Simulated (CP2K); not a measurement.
The system is ZrS.

```
Zr S
1.0
     3.71231    0.00000    0.00000
     1.85616    3.21496    0.00000
     1.85616    1.07165    3.03109
Zr S
1 1
Direct
  0.00000 0.00000 0.00000
  0.50000 0.50000 0.50000
```

Program: CP2K 2026.2. Alike in all runs: task band structure; no spin polarisation; cell as given; k mesh 9 × 9 × 9.

Question: Order these runs on this cell by their pressure, lowest first.
A. level TASK; potentials or basis POTENTIAL_UZH Zr GTH-SCAN-q12, S GTH-SCAN-q6; TZVP-MOLOPT-SCAN-GTH basis; smearing fermi-dirac 0.05 eV; EPS_DEFAULT 1.0E-10; NGRIDS 5; points a segment of the path (NPOINTS) 10; bands added on the path 2; CUTOFF of the grids 700 Ry
B. level LDA; potentials or basis GTH_POTENTIALS Zr GTH-PADE-q12, S GTH-PADE-q6; TZVP-MOLOPT-PBE-GTH basis; smearing fermi-dirac 0.05 eV; EPS_DEFAULT 1.0E-9; NGRIDS 5; points a segment of the path (NPOINTS) 6; bands added on the path 4; CUTOFF of the grids 450 Ry
C. level SCAN; potentials or basis POTENTIAL_UZH Zr GTH-SCAN-q12, S GTH-SCAN-q6; TZVP-MOLOPT-SCAN-GTH basis; smearing fermi-dirac 0.0259 eV; EPS_DEFAULT 1.0E-9; NGRIDS 4; points a segment of the path (NPOINTS) 8; bands added on the path 4; CUTOFF of the grids 700 Ry

Answer: B (-9.6 GPa), C (-1.8 GPa), A (4.1 GPa).

Caveats: the basis of atomic orbitals isn't converged, which shifts pressures, moduli and gaps; the potentials were made for another functional, which shifts forces and pressure (some runs).

Not every run made on this cell is shown here.
